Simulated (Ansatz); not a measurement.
# A thicker film of NaCl (001) from two thinner ones

In a field along its normal an insulating film takes a dipole p. Written as a length, p/(ε₀AE), it should grow by 1 − 1/ε for each ångström added.

Set-up. Ansatz 0.2.0, plane waves with PAW datasets (its set soft_2), PBEsol; rocksalt films relaxed at a bulk in-plane lattice constant near the measured one, then held in weak fields of both signs with a dipole correction (A is the cell's area, E the outer field).

| run | distance between the outer atoms (Å) | p/(ε₀AE) (Å) |
| --- | --- | --- |
| 3 units | 5.651 | 5.391 |
| 5 units | 11.246 | 8.789 |
| 8 units | 19.625 | ? |

**Question.** What value belongs in the row marked “?”, and how far can the other rows tell?

Two rows fix a line: slope = (8.789 − 5.391) / (11.246 − 5.651) = 0.6073, intercept 1.9592. That slope means ε = 1/(1 − 0.6073) = 2.55. At 19.625 it gives 0.6073 × 19.625 + 1.9592 = 13.877 Å, beyond the rows fitted. Rounding of the rows alone allows about ±0.003 Å there; two rows can't show whether the line holds.

The run itself gives 13.885 Å: a miss of +0.008 Å, or 0.1 % of the value. The length is met to within 1 %, though ε is more sensitive than the length: the two thickest films give ε = 2.55.

**Limits.** This is the electronic response alone. A unit is one step of the cut along the normal (a plane, a pair of planes or a cell), and the layers relax along it, away from their bulk spacing where the functional's lattice constant differs from the one held.
